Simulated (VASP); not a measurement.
Input of a VASP 6.6.1 run:

Contents of INCAR:

```
PREC = Accurate
ENCUT = 520
EDIFF = 1E-6
ISMEAR = -1
SIGMA = 0.08
LREAL = F
LASPH = T
NELM = 100
ALGO = Normal
ISIF = 2
LWAVE = F
LCHARG = F
NBANDS = 20
```

The input KPOINTS:

```
Automatic mesh
0
Gamma
  14 14 6
```

POSCAR

```
O
1.0
    2.3923391767      0.0000000000      0.0000000000
   -1.1961695884      2.0718265015      0.0000000000
    0.0000000000      0.0000000000      7.5822762446
O
4
Direct
    0.3333333333      0.6666666667      0.1712365989
    0.6666666667      0.3333333333      0.6712365989
    0.3333333333      0.6666666667      0.3287634011
    0.6666666667      0.3333333333      0.8287634011
```

Potentials or basis: VASP PAW LDA potentials, release 64 (O).

Run with:

```console
$ cat potpaw_LDA.64/O/POTCAR > POTCAR
$ mpirun -np 1 vasp_std > vasp.out
```

(1) Predict the band gap on the k mesh.

(2) Predict the largest force.

(3) What does it give for the pressure?

## Answers

(1) none (metal or under the smearing width).

(2) 1.902 eV/Å.

(3) 6.1 GPa.

Caveat: the standard files for N, O and F lose accuracy on very short bonds; spin is off for a triplet molecule; forces of over 1 eV/Å show positions far from the minimum, so gaps and moduli don't describe the material at rest.
